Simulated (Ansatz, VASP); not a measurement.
**KCl: VASP beside Ansatz**

```
K Cl
1.0
     0.00000    3.50728    3.43573
     3.50728    0.00000    3.43573
     3.50728    3.50728    0.00000
K Cl
1 1
Direct
  0.00000 0.00000 0.00000
  0.25000 0.25000 0.25000
```

Change from the starting cell: uniaxial_z strain -2.0%.

Alike in both runs: task single point; functional r2SCAN; k mesh 6 × 6 × 6; no spin polarisation.

|  | VASP | Ansatz |
| --- | --- | --- |
| version | VASP 6.6.1 | Ansatz 0.2.0 |
| potentials or method | VASP PAW PBE potentials, release 64 (K_sv, Cl) | plane waves, PAW |
| plane-wave cutoff (eV) | 520 | 500 |
| occupations | gaussian, width 0.01 eV | fixed |
| valence electrons in the cell | 16 | 16 |

```csv
,VASP,Ansatz,Ansatz less VASP
gap on the k mesh at the Fermi level (eV),5.38,5.38,-0.002
pressure (GPa),0.2,0.3,+0.02
```

Caveats: the PAW data sets were made with another functional, which shifts forces and pressure a little (VASP). A k mesh can miss the band edges.
